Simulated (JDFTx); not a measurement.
## SnSe under changes of volume

One of the cells (27.271 Å³/atom); the others are scaled copies at fixed shape and fractional positions:

```
Sn Se
1.0
     0.00000    3.01000    3.01000
     3.01000    0.00000    3.01000
     3.01000    3.01000    0.00000
Sn Se
1 1
Direct
  0.00000 0.00000 0.00000
  0.50000 0.50000 0.50000
```

Measurements of this composition are mostly on another form, of space group No. 62.

- Program: JDFTx 1.7.0 (patched build)
- Functional: LDA
- Potentials or basis: PseudoDojo-SR-LDA-0.4.1-standard
- Cutoff: 1170 eV
- Density cutoff: 9361 eV
- k mesh: 8 × 8 × 8
- Occupations: fermi-dirac, width 0.05 eV
- Spin: no spin polarisation

| volume (Å³/atom) | energy over the lowest point (meV/atom) | pressure (GPa) | gap on the mesh (eV) |
| --- | --- | --- | --- |
| 25.635 | 0.00 | -0.1 | 0.77 |
| 26.180 | 2.54 | -1.3 | 0.75 |
| 26.725 | 8.95 | -2.4 | 0.69 |
| 27.271 | ? | ? | ? |
| 27.816 | 31.77 | -4.2 | 0.53 |
| 28.362 | 47.47 | -5.0 | 0.45 |
| 28.907 | 65.63 | -5.7 | 0.38 |

What does the run at 27.271 Å³/atom give?

Energy over the lowest point 18.82 meV/atom; pressure -3.4 GPa; gap on the mesh 0.61 eV.

Worked out: A Birch-Murnaghan fit of order 3 (a polynomial in V^(-2/3)) to the other rows has its minimum at 25.58 Å³/atom, just outside them, with B0 = V·E''(V) = 60 GPa and B' = 4.3. It gives 18.82 meV/atom at 27.271 Å³/atom, against the run's 18.82, and -dE/dV = -3.4 GPa, against -3.4. A parabola through the other rows of the gap, of slope -3.48 eV per unit of ln V there, gives 0.62 eV, against the run's 0.61.

Energies are extrapolated to zero smearing.

Caveats: spin-orbit coupling is left out, which moves the levels of the heavy elements.

A mesh can miss the band edges.
